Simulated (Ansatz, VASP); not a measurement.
# Be: VASP beside Ansatz

File INCAR:

```
SYSTEM = Be
  PREC = Accurate
  ENCUT = 520
  EDIFF = 1E-7
  ISMEAR = -1
  SIGMA = 0.1
  LREAL = .FALSE.
  LASPH = .TRUE.
  NELM = 80
  ALGO = Normal
  ISIF = 2
  LWAVE = .FALSE.
  LCHARG = .FALSE.
  GGA = B5
  ALDAX = 1.0
  AGGAX = 1.0
  AGGAC = 1.0
  ALDAC = 0.0
  NBANDS = 7
```

Contents of KPOINTS:

```
Automatic mesh
0
G
  19 19 19
  0 0 0
```

File POSCAR:

```
Be
1.0
    0.0000000000      1.5367713449      1.5367713449
    1.5367713449      0.0000000000      1.5367713449
    1.5367713449      1.5367713449      0.0000000000
Be
1
Direct
    0.0000000000      0.0000000000      0.0000000000
```

Input for Ansatz:

```yaml
crystal:
  lattice:
    - [0.0, 1.5367713449, 1.5367713449]
    - [1.5367713449, 0.0, 1.5367713449]
    - [1.5367713449, 1.5367713449, 0.0]
  atoms:
    - { symbol: Be, position: [0.0, 0.0, 0.0] }
hamiltonian:
  xc: blyp
  pseudopotentials:
    kind: paw
    azcp:
      Be: "pseudopotentials/Be.paw.azcp"
basis:
  ecutwfc: 420
  fft_grid_basis: typed
kpoints:
  mp_grid: { grid: [19, 19, 19], shift: [0, 0, 0] }
magnetization:
  spin_polarized: false
scf:
  occupations: { method: fermi_dirac, width: 0.1 }
  lower_state_search: "off"
output:
  stress: true
  write_density: true
  write_potential: true
  elf: true
  volumetric_format: npy
```

Alike in both runs: task single point; functional BLYP; k mesh 19 × 19 × 19; occupations fermi-dirac, width 0.1 eV; no spin polarisation.

|  | VASP | Ansatz |
| --- | --- | --- |
| version | VASP 6.6.1 | Ansatz 0.2.0 |
| potentials or method | VASP PAW PBE potentials, release 64 (Be) | plane waves (420 eV) with PAW, scalar-relativistic |
| plane-wave cutoff (eV) | 520 | 420 |
| valence electrons in the cell | 2 | 2 |

|  | VASP | Ansatz | Ansatz less VASP |
| --- | --- | --- | --- |
| pressure (GPa) | 11.5 | 11.4 | -0.12 |

With one functional, cell and mesh, what is left measures potentials, basis and numerics.

Caveats: the PAW data sets were made with another functional, which shifts forces and pressure a little (VASP).
